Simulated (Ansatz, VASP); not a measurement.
# Pb: VASP beside Ansatz

```
Pb
1.0
     0.00000    2.45841    2.45841
     2.45841    0.00000    2.45841
     2.45841    2.45841    0.00000
Pb
1
Direct
  0.00000 0.00000 0.00000
```

Alike in both runs: task single point; functional PBE; dispersion D3(BJ); k mesh 9 × 9 × 9; occupations fermi-dirac, width 0.05 eV; no spin polarisation.

|  | VASP | Ansatz |
| --- | --- | --- |
| version | VASP 6.6.1 | Ansatz 0.2.0 |
| potentials or method | VASP PAW PBE potentials, release 64 (Pb_d) | Ansatz PAW |
| plane-wave cutoff (eV) | 520 | 420 |
| valence electrons in the cell | 14 | 14 |

|  | VASP | Ansatz | Ansatz less VASP |
| --- | --- | --- | --- |
| gap on the k mesh at the Fermi level (eV) | none | none | - |
| pressure (GPa) | 1.0 | 1.1 | +0.03 |
| dispersion energy (meV/atom) | -418.2 | -418.3 | -0.15 |

A gap of «none» marks a metal or a gap that the smearing closes.

Caveats: pairwise dispersion overbinds metals, which lowers pressure and volume. The runs have no spin-orbit coupling, so splittings on Pb are missing.
